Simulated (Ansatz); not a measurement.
**Ag: response to strain**

Aim: deform Ag (zz strain of -1 %) and compute stress, forces and field gradients with LAPW, PAW and all-electron datasets made for the crystal.

Method: DFT PBE, scalar-relativistic, in Ansatz 0.2.0.

**1. The system as given**

The structure is hexagonal, space group P6_3/mmc (No. 194). Conventional cell: a = 2.886 Å, b = 2.886 Å, c = 10.000 Å, α = 90.00°, β = 90.00°, γ = 120.00°. Ag (site symmetry -6m2) is surrounded by 12 Ag at 2.89 to 3.00 Å. Around Ag (site symmetry -3m) lie 12 Ag at 2.89 to 3.00 Å.

As a file:

```xyz
4
Lattice="2.8862 0.0000 0.0000 -1.4431 2.4995 0.0000 0.0000 0.0000 10.0000" Properties=species:S:1:pos:R:3 pbc="T T T"
Ag    0.0000    1.6663    2.5000
Ag    1.4431    0.8332    7.5000
Ag    0.0000    0.0000    0.0000
Ag    0.0000    0.0000    5.0000
```

Atoms are numbered in the order of the input: Ag1, Ag2, Ag3, Ag4.

**2. After the deformation**

Space group P6_3/mmc before, P6_3/mmc after.

**3. LAPW, all electrons**

Contents of input.yaml:

```yaml
crystal:
  lattice:
    - [2.8861989086, 0.0, 0.0]
    - [-1.4430994543, 2.4995215753, 0.0]
    - [0.0, 0.0, 9.9]
  atoms:
    - { symbol: Ag, position: [0.3333333333, 0.6666666667, 0.25] }
    - { symbol: Ag, position: [0.6666666667, 0.3333333333, 0.75] }
    - { symbol: Ag, position: [0.0, 0.0, 0.0] }
    - { symbol: Ag, position: [0.0, 0.0, 0.5] }
kpoints:
  mp_grid: { grid: [14, 14, 4] }
  band_path:
    path:
      - [0.0, 0.0, 0.0]
      - [0.5, 0.0, 0.0]
      - [0.3333333333, 0.3333333333, 0.0]
      - [0.0, 0.0, 0.0]
      - [0.0, 0.0, 0.5]
      - [0.5, 0.0, 0.5]
      - [0.3333333333, 0.3333333333, 0.5]
      - [0.0, 0.0, 0.5]
      - [0.5, 0.0, 0.5]
    npoints: 5
scf:
  occupations: { method: fermi_dirac, width: 0.08 }
hamiltonian:
  xc: pbe
  pseudopotentials: { kind: all_electron, lapw: { basis_error: 0.0005 } }
output:
  forces: true
  stress: true
  eigenvalues: true
```

On the command line:

```
$ ansatz run input.yaml --threads 1 --pin off --max-ram 4096MiB --backend cpu --events-out ev --progress --plain --runs-dir out
```

Standard output, cut to the lines that bear on the results:

```text
LAPW: plane waves up to 8.243 Å⁻¹, error target 5.0e-4 eV per atom; small_component_spin mean_spin; Ag in spheres of 1.443 Å, 19 of its electrons in bands, Dirac shells []
[...]
Pseudopotentials: kind: all_electron
Pseudopotential: Ag, LAPW, valence charge 19, Koelling and Harmon's equation, gaussian nucleus
Functional definition: PBE
[...]
Crystal: 4 atoms, lattice volume = 71.420 Å³
Basis set: ecut = 258.8461648659957 eV, 685 PW (Γ), exchange–correlation at level 2
Bands: 46, of which v1, the nominal top of the filled ones, is band 38 counted from 1 (37 counted from 0)
Symmetry: 24 space group operations
Space group: P63/mmc (ITA 194), of the structure as read, at distance tolerance 4.1e-5 Å
k-points: 72 of 784
[...]
SCF iter   1: F=—  HF=-578626.068843 eV  |F-HF|=—  |Δ(HF+E_count)|=         —  Δρ=2.01e-2  dr2=1.83e-1  ethr=2.38e-4  ⟨swp⟩=3.0  Hψ=22637  notcnv=0
[...]
SCF iter   9: F=-578625.169109 eV  HF=-578625.169109 eV  |F-HF|=1.63e-8  |Δ(HF+E_count)|=   1.76e-8  Δρ=4.23e-6  dr2=1.34e-8  ethr=3.29e-10  ⟨swp⟩=2.4  Hψ=9637  notcnv=0
[...]
NSCF: frozen V_eff on 41 k-points
SCF converged after 9 iterations
Free energy (F): -578625.169109 eV
[...]
E sigma→0 (E₀):  -578625.155001 eV
Entropy (-TS):   -0.028217 eV (-7.054 meV/atom)
Fermi energy:    17.691410 eV
[...]
--- Forces (eV/Å), atoms counted from 1 ---
  atom   1  Ag     0.00000000    -0.00000000     0.00000000
  atom   2  Ag    -0.00000000     0.00000000     0.00000000
  atom   3  Ag    -0.00000000    -0.00000000     0.00000000
  atom   4  Ag     0.00000000    -0.00000000     0.00000000
[...]
--- Stress (GPa, compression-positive) ---
        1.832540      -0.000000       0.000000
        0.000000       1.832540       0.000000
        0.000000       0.000000      -2.522167
  P = ⅓ Tr σ = 0.3810 GPa (3.810 kbar)
--- Band table (eV; the first three rows and the last of 72) ---
[...]
```

Wall time 63 s (1 thread of Intel Xeon Platinum 8488C (Sapphire Rapids), shared host); peak memory 0.71 GiB.

This run gives: pressure 0.38 GPa; no gap.

**4. Frozen-core PAW**

Contents of input.yaml:

```yaml
crystal:
  lattice:
    - [2.8861989086, 0.0, 0.0]
    - [-1.4430994543, 2.4995215753, 0.0]
    - [0.0, 0.0, 9.9]
  atoms:
    - { symbol: Ag, position: [0.3333333333, 0.6666666667, 0.25] }
    - { symbol: Ag, position: [0.6666666667, 0.3333333333, 0.75] }
    - { symbol: Ag, position: [0.0, 0.0, 0.0] }
    - { symbol: Ag, position: [0.0, 0.0, 0.5] }
kpoints:
  mp_grid: { grid: [14, 14, 4] }
scf:
  occupations: { method: fermi_dirac, width: 0.08 }
hamiltonian:
  xc: pbe
  pseudopotentials: { kind: paw }
output:
  forces: true
  stress: true
  eigenvalues: true
  efg: { contact_densities: true }
```

On the command line:

```
$ ansatz run input.yaml --threads 1 --pin off --max-ram 4096MiB --backend cpu --events-out ev --progress --plain --runs-dir out
```

Standard output, cut to the lines that bear on the results:

```text
Ag: output.efg is read without spin–orbit coupling, which moves field gradients at and beside such atoms by some per cent and up to a factor of two; PAW files take it under magnetization.noncollinear and magnetization.spin_orbit
[...]
Pseudopotentials: kind: paw
Pseudopotential: Ag, paw, valence charge 19, recommended cutoff 420 eV (normal)
Functional definition: PBE
[...]
Crystal: 4 atoms, lattice volume = 71.420 Å³
Basis set: ecut = 420 eV, 1401 PW (Γ), exchange–correlation on 40×40×144 points (8 copies of the dense FFT grid, shifted against one another)
Bands: 46, of which v1, the nominal top of the filled ones, is band 38 counted from 1 (37 counted from 0)
Symmetry: 24 space group operations
Space group: P63/mmc (ITA 194), of the structure as read, at distance tolerance 4.1e-5 Å
k-points: 72 of 784
[...]
--- Stress (GPa, compression-positive) ---
        1.846579       0.000000       0.000000
        0.000000       1.846579       0.000000
        0.000000       0.000000      -2.517447
  P = ⅓ Tr σ = 0.3919 GPa (3.919 kbar)
--- PAW observables at the nuclei: V_zz in 10²¹ V/m², potentials from the cell's mean, atoms counted from 1 ---
  atom   1  Ag V_zz =    +0.526062   η = 0.0000   by run symmetry: allowed
            electrostatic potential = -7482.155755 V   contact ρ = 948412.003037 e/Å³
  atom   2  Ag V_zz =    +0.526062   η = 0.0000   by run symmetry: allowed
            electrostatic potential = -7482.155755 V   contact ρ = 948412.003037 e/Å³
  atom   3  Ag V_zz =    +0.377201   η = 0.0000   by run symmetry: allowed
            electrostatic potential = -7482.149657 V   contact ρ = 948412.116605 e/Å³
  atom   4  Ag V_zz =    +0.377201   η = 0.0000   by run symmetry: allowed
            electrostatic potential = -7482.149657 V   contact ρ = 948412.116605 e/Å³
--- Band table (eV; the first three rows and the last of 72) ---
[...]
```

Run time: 7.7 s. Hardware: 1 thread of Intel Xeon Platinum 8488C (Sapphire Rapids), shared host; peak memory 0.51 GiB.

This run gives: pressure 0.39 GPa; no gap; Vzz Ag1 0.53 (η = 0.00), Ag3 0.38 (η = 0.00) (10²¹ V/m²).

**5. All-electron PAW on datasets made for the crystal**

input.yaml, as its differences from that of step 4:

```diff
@@ -16,3 +16,3 @@
   xc: pbe
-  pseudopotentials: { kind: paw }
+  pseudopotentials: { kind: all_electron, datasets: crystal }
 output:
```

On the command line:

```
$ ansatz run input.yaml --threads 1 --pin off --max-ram 4096MiB --backend cpu --events-out ev --progress --plain --runs-dir out
```

Standard output, cut to the lines that bear on the results:

```text
[...]
Ag: output.efg is read without spin–orbit coupling, which moves field gradients at and beside such atoms by some per cent and up to a factor of two; PAW files take it under magnetization.noncollinear and magnetization.spin_orbit
[...]
Pseudopotentials: kind: all_electron
Pseudopotential: Ag, paw, valence charge 19, recommended cutoff 260 eV (normal), Koelling and Harmon's equation, gaussian nucleus
Functional definition: PBE
[...]
Crystal: 4 atoms, lattice volume = 71.420 Å³
Basis set: ecut = 260 eV, 687 PW (Γ), exchange–correlation on 32×32×108 points (8 copies of the dense FFT grid, shifted against one another)
Bands: 27, of which v1, the nominal top of the filled ones, is band 22 counted from 1 (21 counted from 0)
Symmetry: 24 space group operations
Space group: P63/mmc (ITA 194), of the structure as read, at distance tolerance 4.1e-5 Å
k-points: 72 of 784
[...]
       -0.000000       1.831833       0.000000
        0.000000       0.000000      -2.524723
  P = ⅓ Tr σ = 0.3796 GPa (3.796 kbar)
  It holds what live shells' own plane waves past their cutoff add
--- PAW observables at the nuclei: V_zz in 10²¹ V/m², potentials from the cell's mean, atoms counted from 1 ---
  atom   1  Ag V_zz =    +0.524580   η = 0.0000   by run symmetry: allowed
            electrostatic potential = -7482.150699 V   contact ρ = 948414.489608 e/Å³
  atom   2  Ag V_zz =    +0.524580   η = 0.0000   by run symmetry: allowed
            electrostatic potential = -7482.150699 V   contact ρ = 948414.489608 e/Å³
  atom   3  Ag V_zz =    +0.375342   η = 0.0000   by run symmetry: allowed
            electrostatic potential = -7482.144969 V   contact ρ = 948414.603167 e/Å³
  atom   4  Ag V_zz =    +0.375342   η = 0.0000   by run symmetry: allowed
            electrostatic potential = -7482.144969 V   contact ρ = 948414.603167 e/Å³
--- Band table (eV; the first three rows and the last of 72) ---
[... band rows left out ...]
[...]
```

Run time: 17 s. Hardware: 1 thread of Intel Xeon Platinum 8488C (Sapphire Rapids), shared host; peak memory 0.7 GiB.

Read from it: pressure 0.38 GPa; no gap; Vzz Ag1 0.52 (η = 0.00), Ag3 0.38 (η = 0.00) (10²¹ V/m²).

**6. Stress and forces compared**

Stress (GPa, compression positive):

```tsv
method	xx	yy	zz	yz	xz	xy
LAPW	1.83	1.83	-2.52	0.00	0.00	0.00
PAW	1.85	1.85	-2.52	0.00	0.00	0.00
crystal datasets	1.83	1.83	-2.52	0.00	0.00	0.00
```

| method | pressure (GPa) | Vzz Ag1 (10²¹ V/m²) | Vzz Ag3 (10²¹ V/m²) | SCF cycles, all passes |
| --- | --- | --- | --- | --- |
| LAPW | 0.38 | – | – | 9 |
| PAW | 0.39 | 0.53 | 0.38 | 6 |
| crystal datasets | 0.38 | 0.52 | 0.38 | 10 |

**7. Outcome**

```
                                 quantity                                           value
                                 pressure  LAPW 0.38, PAW 0.39, crystal datasets 0.38 GPa
largest shear or deviatoric stress (LAPW)                                        2.90 GPa
```

What this shows: The largest part of the stress beyond the pressure is 2.90 GPa in size, in the zz component; the atoms are carried along and not relaxed. No run of the undeformed cell stands beside it, so the pressure holds what the given cell had before the change. PAW: stress within 0.01 GPa of LAPW. Crystal datasets: stress within 0.01 GPa of LAPW.
